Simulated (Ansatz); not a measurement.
MgS in Ansatz: convergence with ecutfock ratio

Crystal: MgS.

```
S Mg
1.0
     4.03462    0.00000    0.00000
    -2.01731    3.49409    0.00000
     0.00000    0.00000    6.43229
S Mg
2 2
Cartesian
  2.0173 1.1647 5.6556
  0.0000 2.3294 2.4394
  0.0000 2.3294 6.4050
  2.0173 1.1647 3.1888
```

The cell comes from a database or a generator and needn't be the stable form of this composition.

- Program: Ansatz 0.2.0
- Task: convergence study
- Functional: HSE06
- Potentials or basis: Ansatz PAW earlier set
- Cutoff: 760 eV
- Density cutoff: 3040 eV
- k mesh: 4 × 4 × 2
- Occupations: fermi-dirac, width 0.05 eV
- Spin: no spin polarisation

These are the settings of the first run; the series varies ecutfock ratio, with any setting tied to it.

Hardware: 2 threads of Arm Neoverse V1 (shared host).

**Question.** The values tried are 1, 2, 3, 4, loosest first. From which on does the energy stay within 1 meV/atom of the tightest run that finished?

**Answer.** From 2 on.

| ecutfock ratio | energy less the tightest run, at zero smearing (meV/atom) | SCF cycles | CPU time (s) | peak memory (GiB) |
| --- | --- | --- | --- | --- |
| 1 | 3.02 | 13 | 99 | 2.2 |
| 2 | 0.00 | 13 | 120 | 2.4 |
| 3 | 0.00 | 13 | 130 | 2.6 |
| 4 | 0.00 | 13 | 130 | 2.7 |

The tightest run that finished is the yardstick and may itself not be fully converged.

Caveat, for the tightest run too: the k mesh is coarse (spacing up to 0.49 Å⁻¹), so the values aren't converged, least of all with exact exchange.
